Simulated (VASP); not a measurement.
# AlCo: kinetic-energy density

AlCo, Pm-3m (no. 221), 2 atoms in the cell. PBE; PAW potentials Co, Al (PBE set).

## Input

INCAR:
```
SYSTEM = AlCo
ALGO = Normal
EDIFF = 1E-7
ENCUT = 520
ISIF = 2
ISMEAR = 1
ISPIN = 2
LASPH = .True.
LCHARG = .True.
LMAXMIX = 4
LORBIT = 11
LREAL = .False.
LTAU = .True.
LWAVE = .False.
MAGMOM = 2 0
NELM = 100
PREC = Accurate
SIGMA = 0.1
```

KPOINTS:
```
k-points
0
Gamma
  8 8 8
```

POSCAR:
```
AlCo
1.0
    2.8194032100      0.0000000000      0.0000000000
    0.0000000000      2.8194032100      0.0000000000
    0.0000000000      0.0000000000      2.8194032100
Co Al
1 1
Direct
    0.5000000000      0.5000000000      0.5000000000
    0.0000000000      0.0000000000      0.0000000000
```

Commands:
```
cat potpaw_PBE.64/Co/POTCAR potpaw_PBE.64/Al/POTCAR > POTCAR
mpirun -np 1 vasp_std > vasp.out
```

## Result

- Kinetic energy of the pseudo orbitals (eV): 72.54

VASP 6.6.1 took 13 s on 1 core (Intel Xeon Platinum 8488C (Sapphire Rapids)), a shared host.
